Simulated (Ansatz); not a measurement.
# HfO2: the cost of one run

The runs shown are made with Ansatz 0.2.0. PAW datasets, plane waves. Spin-unpolarised throughout; all numbers are computed.

## 1. Starting point

The unstrained cell was relaxed with r2SCAN; in each strained cell the atoms were relaxed again with r2SCAN. Names of k-points are those of the unstrained zone, where strain can split equivalent points. First state: -1.0 % biaxial strain in x and y, free along z.

It is monoclinic, P2_1/c (No. 14); a = 5.063 Å, b = 5.130 Å, c = 5.345 Å, β = 99.3° in the conventional setting, 11.42 Å³ an atom. Hf has 7 O at 2.02–2.26 Å; O has 4 Hf at 2.13–2.26 Å; O has 3 Hf at 2.02–2.14 Å.

Structure file:

```cif
data_structure
_symmetry_space_group_name_H-M 'P2_1/c'
_symmetry_Int_Tables_number 14
_cell_length_a 5.0627
_cell_length_b 5.1296
_cell_length_c 5.3446
_cell_angle_alpha 90.000
_cell_angle_beta 99.270
_cell_angle_gamma 90.000
_cell_volume 136.99
loop_
_atom_site_label
_atom_site_type_symbol
_atom_site_symmetry_multiplicity
_atom_site_Wyckoff_symbol
_atom_site_fract_x
_atom_site_fract_y
_atom_site_fract_z
_atom_site_occupancy
Hf1 Hf 4 e 0.27679 0.45831 0.70866 1
O1 O 4 e 0.44600 0.74267 0.97703 1
O2 O 4 e 0.06815 0.32803 0.34979 1
```

From earlier runs on the unstrained cell: PBE 4.09 eV, r2SCAN 4.60 eV, HSE06 5.69 eV; a = 5.114 Å, b = 5.181 Å, c = 5.295 Å, β = 99.5°.

## 2. -1.0 % biaxial strain in x and y, free along z: PBE

File input.yaml:

```yaml
crystal:
  lattice:
    - [5.0627262045, 0.0, 0.0048061851]
    - [0.0, 5.1295938351, 0.0]
    - [-0.8659434892, 0.0, 5.2740280163]
  atoms:
    - { symbol: Hf, position: [0.2767915906, 0.4583133127, 0.7086595741] }
    - { symbol: Hf, position: [0.7232084094, 0.9583133127, 0.7913404259] }
    - { symbol: Hf, position: [0.7232084094, 0.5416866873, 0.2913404259] }
    - { symbol: Hf, position: [0.2767915906, 0.0416866873, 0.2086595741] }
    - { symbol: O, position: [0.4460024398, 0.7426719476, 0.9770340594] }
    - { symbol: O, position: [0.5539975602, 0.2426719476, 0.5229659406] }
    - { symbol: O, position: [0.5539975602, 0.2573280524, 0.0229659406] }
    - { symbol: O, position: [0.4460024398, 0.7573280524, 0.4770340594] }
    - { symbol: O, position: [0.0681538641, 0.3280251934, 0.3497869601] }
    - { symbol: O, position: [0.9318461359, 0.8280251934, 0.1502130399] }
    - { symbol: O, position: [0.9318461359, 0.6719748066, 0.6502130399] }
    - { symbol: O, position: [0.0681538641, 0.1719748066, 0.8497869601] }
kpoints:
  mp_grid: { grid: [6, 6, 6] }
  band_path:
    path:
      - [0.0, 0.0, 0.0]
      - [0.0, 0.5, 0.0]
      - [0.0, 0.5, 0.5]
      - [0.0, 0.0, 0.5]
      - [-0.5, 0.0, 0.5]
      - [-0.5, 0.5, 0.5]
      - [-0.5, 0.5, 0.0]
      - [-0.5, 0.0, 0.0]
    npoints: 1
hamiltonian:
  xc: pbe
scf:
  occupations: { method: fermi_dirac, width: 0.02 }
  n_extra_bands: 7
output:
  forces: true
  stress: true
  eigenvalues: true
```

Q: Estimate wall time and peak memory on 1 × NVIDIA H100 80GB HBM3 with 2 threads of AMD EPYC 7R13 (Zen 3), shared host.

About 7.8 s, with a peak of 1.1 GiB on the host.
